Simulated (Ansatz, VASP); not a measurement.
**Cross-check of KF (Carobbiite) between VASP and Ansatz**

Wanted: the spread between two codes on one cell, functional and k mesh. The cell is taken from a series of VASP runs on this material, whose earlier steps may have relaxed, scaled or displaced it; both programs get it as it stands.

Main program and level: Ansatz 0.2.0; plane waves, with VASP 6.6.1 beside it; relaxation of cell and atoms at HSE06.

## (1) Starting point

The structure is cubic, space group Fm-3m (No. 225). Conventional cell: a = 5.397 Å, b = 5.397 Å, c = 5.397 Å, α = 90.00°, β = 90.00°, γ = 90.00°. K has 6 F at 2.70 Å nearest. F has 6 K at 2.70 Å nearest. Farther neighbours and most contacts between anions are not listed.

## (2) VASP: relaxation of cell and atoms, HSE06

The relaxed volume is the usual yardstick between codes: its relative difference is about their pressure difference at one cell divided by the bulk modulus.

Lines of VASP's logs that name or quote its potential files are left out, and so is its time.

The run reads the wave functions of an earlier VASP run, which isn't shown here.

INCAR reads:

```
SYSTEM = KF
PREC = Accurate
ENCUT = 520
EDIFF = 1E-06
NELM = 100
ISMEAR = 0
SIGMA = 0.03
LREAL = .FALSE.
ALGO = Normal
LHFCALC = .TRUE.
AEXX = 0.25
GGA = PE
HFSCREEN = 0.2
LASPH = .TRUE.
NBANDS = 14
PRECFOCK = Fast
LORBIT = 11
LWAVE = .FALSE.
LCHARG = .FALSE.
KPAR = 4
IBRION = 2
NSW = 50
ISIF = 3
EDIFFG = -0.006
```

POSCAR reads:

```
KF
1.0
    0.0000000000      2.6983056809      2.6983056809
    2.6983056809      0.0000000000      2.6983056809
    2.6983056809      2.6983056809      0.0000000000
K F
1 1
Direct
    0.0000000000      0.0000000000      0.0000000000
    0.5000000000      0.5000000000      0.5000000000
```

KPOINTS reads:

```
Automatic mesh
0
Gamma
5 5 5
0 0 0
```

PAW data sets: K_sv and F (PBE family, release 64).

On the command line:

```
mpirun -np 4 vasp_std
```

Numbers of over 12 decimals in the logs are rounded to 6 here.

Output:

```text
[banner, memory and clock lines left out]
running    4 mpi-ranks, on    1 nodes
 distrk:  each k-point on    1 cores,    4 groups
 distr:  one band on    1 cores,    1 groups

 POSCAR found type information on POSCAR K F
 POSCAR found :  2 types and       2 ions
 LDA part: xc-table for (Slater+PW92), standard interpolation
 found WAVECAR, reading the header
 POSCAR, INCAR and KPOINTS ok, starting setup
 FFT: planning ... GRIDC
 FFT: planning ... GRID_SOFT
 FFT: planning ... GRID
 reading WAVECAR
 the WAVECAR file was read successfully
 initial charge from wavefunction
 entering main loop
       N       E                     dE             d eps       ncg     rms          rms(c)
DAV:   1    -0.100042337763E+02   -0.10004E+02   -0.20558E-01   318   0.581E+00    0.169E+00
DAV:   2    -0.998321796400E+01    0.21016E-01   -0.43159E-02   358   0.190E+00    0.776E-01
DAV:   3    -0.998343173101E+01   -0.21377E-03   -0.10725E-02   304   0.738E-01    0.452E-01
DAV:   4    -0.998327398187E+01    0.15775E-03   -0.33658E-04   344   0.178E-01    0.293E-01
DAV:   5    -0.998313663286E+01    0.13735E-03   -0.32442E-04   304   0.162E-01    0.181E-01
DAV:   6    -0.998311663900E+01    0.19994E-04   -0.22268E-05   304   0.507E-02    0.109E-01
DAV:   7    -0.998310728489E+01    0.93541E-05   -0.69288E-06   316   0.243E-02    0.645E-02
DAV:   8    -0.998310613528E+01    0.11496E-05   -0.24701E-06   304   0.150E-02    0.385E-02
DAV:   9    -0.998310621827E+01   -0.82995E-07   -0.89332E-07   218   0.107E-02
   1 F= -.99831062E+01 E0= -.99831062E+01  d E =-.998311E+01
 curvature:   0.00 expect dE= 0.000E+00 dE for cont linesearch  0.000E+00
 trial: gam= 0.00000 g(F)=  0.547E-47 g(S)=  0.664E-03 ort = 0.000E+00 (trialstep = 0.100E+01)
 search vector abs. value=  0.664E-03
 bond charge predicted
       N       E                     dE             d eps       ncg     rms          rms(c)
DAV:   1    -0.998909828023E+01   -0.59921E-02   -0.12642E-01   364   0.378E+00    0.571E-01
DAV:   2    -0.998429047862E+01    0.48078E-02   -0.78538E-03   352   0.860E-01    0.222E-01
DAV:   3    -0.998364116535E+01    0.64931E-03   -0.28782E-03   348   0.493E-01    0.846E-02
DAV:   4    -0.998353753120E+01    0.10363E-03   -0.55588E-04   538   0.182E-01    0.636E-02
DAV:   5    -0.998354926867E+01   -0.11737E-04   -0.11564E-04   508   0.858E-02    0.552E-02
DAV:   6    -0.998356322730E+01   -0.13959E-04   -0.13615E-05   490   0.206E-02    0.371E-02
DAV:   7    -0.998356939212E+01   -0.61648E-05   -0.31296E-06   432   0.958E-03    0.219E-02
DAV:   8    -0.998357248297E+01   -0.30908E-05   -0.40412E-07   272   0.479E-03    0.124E-02
DAV:   9    -0.998357396607E+01   -0.14831E-05   -0.34245E-07   200   0.408E-03    0.726E-03
DAV:  10    -0.998357474523E+01   -0.77916E-06   -0.22558E-07   200   0.293E-03
   2 F= -.99835747E+01 E0= -.99835747E+01  d E =-.468527E-03
 trial-energy change:   -0.000469  1 .order   -0.000472   -0.000664   -0.000280
 step:   1.7299(harm=  1.7299)  dis= 0.00000  next Energy=    -9.983681 (dE=-0.575E-03)
 bond charge predicted
       N       E                     dE             d eps       ncg     rms          rms(c)
DAV:   1    -0.998661548032E+01   -0.30415E-02   -0.67588E-02   364   0.277E+00    0.414E-01
DAV:   2    -0.998405574282E+01    0.25597E-02   -0.41609E-03   352   0.627E-01    0.160E-01
DAV:   3    -0.998370990756E+01    0.34584E-03   -0.15395E-03   348   0.360E-01    0.626E-02
DAV:   4    -0.998365728459E+01    0.52623E-04   -0.29684E-04   538   0.133E-01    0.489E-02
DAV:   5    -0.998366492061E+01   -0.76360E-05   -0.61724E-05   500   0.629E-02    0.420E-02
DAV:   6    -0.998367327197E+01   -0.83514E-05   -0.73767E-06   496   0.153E-02    0.281E-02
DAV:   7    -0.998367710943E+01   -0.38375E-05   -0.16373E-06   416   0.704E-03    0.166E-02
DAV:   8    -0.998367907845E+01   -0.19690E-05   -0.25481E-07   278   0.382E-03    0.938E-03
DAV:   9    -0.998368006639E+01   -0.98794E-06   -0.22338E-07   188   0.315E-03
   3 F= -.99836801E+01 E0= -.99836801E+01  d E =-.573848E-03
 curvature:  -0.86 expect dE=-0.532E-08 dE for cont linesearch -0.532E-08
 trial: gam=-0.00303 g(F)=  0.148E-49 g(S)=  0.615E-08 ort = 0.202E-05 (trialstep = 0.115E+01)
 search vector abs. value=  0.100E-09
 reached required accuracy - stopping structural energy minimisation
```

OUTCAR, selected parts (step 2):

```text
ion  position               nearest neighbor table
   1  0.000  0.000  0.000-   2 2.70   2 2.70   2 2.70   2 2.70   2 2.70   2 2.70
   2  0.500  0.500  0.500-   1 2.70   1 2.70   1 2.70   1 2.70   1 2.70   1 2.70

  LATTYP: Found a face centered cubic cell.
 ALAT       =     5.3966113618

 Subroutine GETGRP returns: Found 48 space group operations
 (whereof 48 operations were pure point group operations)

The static configuration has the point symmetry O_h .

 Found     10 irreducible k-points:

   k-points           NKPTS =     10   k-points in BZ     NKDIM =    125   number of bands    NBANDS=     14

   dimension x,y,z NGX =    28 NGY =   28 NGZ =   28
   dimension x,y,z NGXF=    56 NGYF=   56 NGZF=   56

   ENCUT  =  520.0 eV  38.22 Ry    6.18 a.u.   7.10  7.10  7.10*2*pi/ulx,y,z

   NELECT =      16.0000    total number of electrons

 k-points in reciprocal lattice and weights: Automatic mesh
   0.00000000  0.00000000  0.00000000       0.008
   0.20000000  0.00000000  0.00000000       0.064
   0.40000000  0.00000000  0.00000000       0.064
   0.20000000  0.20000000  0.00000000       0.048
   0.40000000  0.20000000  0.00000000       0.192
  -0.40000000  0.20000000  0.00000000       0.192
  -0.20000000  0.20000000  0.00000000       0.096
   0.40000000  0.40000000  0.00000000       0.048
  -0.40000000  0.40000000  0.00000000       0.096
  -0.40000000  0.40000000  0.20000000       0.192

  exchange ACFDT corr.  =         0.00000000  see jH, gK, PRB 81, 115126

 average (electrostatic) potential at core
       1 -31.4619       2 -70.6583

 E-fermi :  -4.2253

 k-point     1 :       0.0000    0.0000    0.0000
  band No.  band energies     occupation
    ...
      4     -14.0471      2.00000
      5     -14.0471      2.00000
      6      -4.4471      2.00000
      7      -4.4471      2.00000
      8      -4.4470      2.00000
      9       3.6423      0.00000
     10       8.5341      0.00000
     11       8.5341      0.00000
     12       8.5341      0.00000
     13      10.3515      0.00000
    ...

 k-point     2 :       0.2000    0.0000    0.0000
  band No.  band energies     occupation
    ...
      4     -14.0579      2.00000
      5     -14.0579      2.00000
      6      -4.7416      2.00000
      7      -4.5655      2.00000
      8      -4.5654      2.00000
      9       4.6755      0.00000
     10       7.9600      0.00000
     11       9.0629      0.00000
     12       9.0629      0.00000
     13      10.7375      0.00000
    ...

 k-point     3 :       0.4000    0.0000    0.0000
  band No.  band energies     occupation
    ...
      4     -14.0751      2.00000
      5     -14.0751      2.00000
      6      -5.1481      2.00000
      7      -4.7511      2.00000
      8      -4.7510      2.00000
      9       6.4649      0.00000
     10       7.8726      0.00000
     11       9.9062      0.00000
     12       9.9062      0.00000
     13      11.9958      0.00000
    ...

  Total       -0.0002916     -0.0002916     -0.0002916      0.0000000      0.0000000     -0.0000000
  in kB       -0.0120332     -0.0120332     -0.0120332      0.0000000      0.0000000     -0.0000000
  external PRESSURE =      -0.0120332 kB  Pullay stress =       0.0000000 kB

  energy-cutoff  :      520.00
  volume of cell :       38.82
      direct lattice vectors                 reciprocal lattice vectors
     0.000000000  2.687517270  2.687517270    -0.186045316  0.186045316  0.186045316
     2.687517270 -0.000000000  2.687517270     0.186045316 -0.186045316  0.186045316
     2.687517270  2.687517270  0.000000000     0.186045316  0.186045316 -0.186045316

 POSITION                                       TOTAL-FORCE (eV/Angst)
 -----------------------------------------------------------------------------------
      0.00000      0.00000      0.00000         0.000000      0.000000      0.000000
      2.68752      2.68752      2.68752        -0.000000     -0.000000     -0.000000
 -----------------------------------------------------------------------------------
    total drift:                                0.000000      0.000000      0.000000

  FREE ENERGIE OF THE ION-ELECTRON SYSTEM (eV)
  ---------------------------------------------------
  free  energy   TOTEN  =        -9.9836800664 eV

  energy  without entropy=       -9.9836800664  energy(sigma->0) =       -9.98368007

 reached required accuracy - stopping structural energy minimisation

 total charge
# of ion       s       p       d       tot
------------------------------------------
    1        1.958   5.636   0.024   7.618
    2        1.738   4.388   0.000   6.125
--------------------------------------------------
tot          3.696  10.024   0.024  13.744

[... 3 further parts left out ...]
```

CONTCAR:

```
KF
   1.00000000000000
     0.0000000000000000    2.6875172697653924    2.6875172697653924
     2.6875172697653924   -0.0000000000000000    2.6875172697653924
     2.6875172697653924    2.6875172697653924    0.0000000000000000
  K               F
     1     1
Direct
     0.0000000000000000    0.0000000000000000    0.0000000000000000
     0.5000000000000000    0.5000000000000000    0.5000000000000000
```

The k-mesh is coarse for exact exchange; levels may shift by about 0.1 eV on a finer one.

(Part 1 of 2 ends here.)

[Lines on the potential files, build, host, timing and source positions are cut from VASP's logs without a mark.]

[Logs are printed without paths, hosts, clocks, repeated set-up lines and the standing remarks that a program may print on its own settings, such as how far it seeks lower states.]

[Hosts, paths, dates, database ids (printed as entryN), source tags and the programs' standing remarks are cut or masked in the printed files.]
